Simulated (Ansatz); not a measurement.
# W2C in Ansatz: the effect of exact exchange

W2C:

```
CELL_PARAMETERS angstrom
3.07005 0.00000 0.00000
-1.53502 2.65874 0.00000
0.00000 0.00000 4.67843
ATOMIC_POSITIONS crystal
W 0.66667 0.33333 0.25367
W 0.33333 0.66667 0.74633
C 0.00000 0.00000 0.00000
```

The cell comes from a database or a generator and needn't be the stable form of this composition.

Alike in all runs:

- Program: Ansatz 0.2.0
- Task: single point
- Functional: HSE06 form with a typed share of exact exchange
- Potentials or basis: Ansatz PAW
- Cutoff: 420 eV (not typed: the program's choice for these potentials)
- k mesh: 5 × 5 × 3
- Occupations: fermi-dirac, width 0.05 eV
- Spin: no spin polarisation

| exact exchange | pressure (GPa) | largest force (eV/Å) |
| --- | --- | --- |
| 0.05 | -3.3 | 0.43 |
| 0.1 | -5.0 | 0.51 |
| 0.15 | -6.8 | 0.59 |
| 0.2 | -8.5 | 0.67 |
| 0.25 | -10.2 | 0.74 |
| 0.3 | ? | ? |
| 0.4 | -15.2 | 0.97 |
| 0.5 | -18.5 | 1.13 |

What does the run with exact exchange 0.3 give?

Pressure -11.9 GPa; largest force 0.82 eV/Å.

Worked out: A straight line through the other rows of the pressure, of slope -33.8 GPa per unit of exact exchange, gives -11.8 GPa, against the run's -11.9. A straight line through the other rows of the largest force, of slope 1.55 eV/Å per unit of exact exchange, gives 0.82 eV/Å, against the run's 0.82.

Caveats: all runs use coarse meshes; the PAW data sets come from PBE, with cores solved anew for the run's functional, which leaves a small shift of forces and pressure; the thresholds are loose for stress; forces of over 1 eV/Å show positions far from the minimum, so gaps and moduli don't describe the material at rest (some runs).
